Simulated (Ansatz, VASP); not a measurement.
**Two plane-wave programs on HfH3**

```
Hf H
1.0
     3.02732    0.00000    0.00000
     0.00000    3.02732    0.00000
     0.00000    0.00000    3.02732
Hf H
1 3
Direct
  0.00000 0.00000 0.00000
  0.00000 0.50000 0.50000
  0.50000 0.00000 0.50000
  0.50000 0.50000 0.00000
```

Alike in both runs: functional PBEsol; dispersion D3(BJ); k mesh 7 × 7 × 7; no spin polarisation.

Ansatz relaxed the structure, and its values are those at the end. VASP's run is a single point on that final structure, the one shown.

|  | VASP | Ansatz |
| --- | --- | --- |
| version | VASP 6.6.1 | Ansatz 0.2.0 |
| potentials or method | VASP PAW PBE potentials, release 64 (Hf_pv, H) | plane waves, PAW |
| plane-wave cutoff (eV) | 520 | 550 |
| occupations | methfessel-paxton of order 1, width 0.1 eV | cold |
| valence electrons in the cell | 13 | 29 |

Ansatz gave:

| Property | Result |
| --- | --- |
| pressure (GPa) | 0.0 |
| dispersion energy (meV/atom) | -186.5 |

Question: Estimate VASP's values.

Answer: Pressure (GPa): -0.7; dispersion energy (meV/atom): -186.5.

The two sets of potentials don't hold the same shells in valence.

Caveats: the PAW data sets were made with another functional, which shifts forces and pressure a little (VASP); pairwise dispersion overbinds metals, which lowers pressure and volume. Spin-orbit coupling is left out, which matters for the levels of Hf.
